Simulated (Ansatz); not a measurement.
MnSb:

```xyz
4
Lattice="4.1500 0.0000 0.0000 -2.0750 3.5940 0.0000 0.0000 0.0000 5.7800" Properties=species:S:1:pos:R:3 pbc="T T T"
Sb    2.0750    1.1980    4.3350
Sb    0.0000    2.3960    1.4450
Mn    0.0000    0.0000    2.8900
Mn    0.0000    0.0000    0.0000
```

* Program: Ansatz 0.2.0
* Task: relaxation of cell and atoms
* Functional: RPBE
* Dispersion: D3(BJ)
* Potentials or basis: Ansatz PAW
* Cutoff: 420 eV (not typed: the program's choice for these potentials)
* k mesh: 7 × 7 × 5
* Occupations: fermi-dirac, width 0.05 eV
* Spin: collinear spin, ferromagnetic start
* Starting moments: [0.0, 0.0, 4.0, 4.0] μB

At the start: volume 21.55 Å³/atom.

**Question.** Where does the relaxation end?

**Answer.** It ends after 7 steps and the volume is 15.66 Å³/atom (-27.4 %); space group P6_3/mmc (No. 194, to 0.05 Å); moment 3.95 μB per cell.

Step by step:
```csv
step,energy change (eV),largest force (eV/Å),volume (Å³)
1,0.0000,0.0000,86.21
2,-1.1885,0.0000,74.99
3,-1.8388,0.0000,65.24
4,-1.8759,0.0000,62.45
5,-1.8781,0.0000,62.67
6,-1.8782,0.0000,62.62
7,-1.8684,0.0000,62.62
```

Final structure:
```cif
data_structure
_symmetry_space_group_name_H-M 'P 1'
_symmetry_Int_Tables_number 1
_cell_length_a 3.7668
_cell_length_b 3.7668
_cell_length_c 5.0962
_cell_angle_alpha 90.000
_cell_angle_beta 90.000
_cell_angle_gamma 120.000
_cell_volume 62.62
loop_
_atom_site_label
_atom_site_type_symbol
_atom_site_fract_x
_atom_site_fract_y
_atom_site_fract_z
_atom_site_occupancy
Sb1 Sb 0.66667 0.33333 0.75000 1
Sb2 Sb 0.33333 0.66667 0.25000 1
Mn1 Mn 0.00000 0.00000 0.50000 1
Mn2 Mn 0.00000 0.00000 0.00000 1
```

Caveat: the volume moved by over 15 % at a fixed basis, so the end points are rough; the plane-wave basis is chosen anew once the cell has moved, so the energies of steps on either side of that aren't comparable; the volume moved by -27 % from the deposited cell, more than functionals usually miss; only a ferromagnetic start was run, and an antiferromagnetic order may lie lower in energy; the PAW data sets come from PBE, with cores solved anew for the run's functional, which leaves a small shift of forces and pressure.
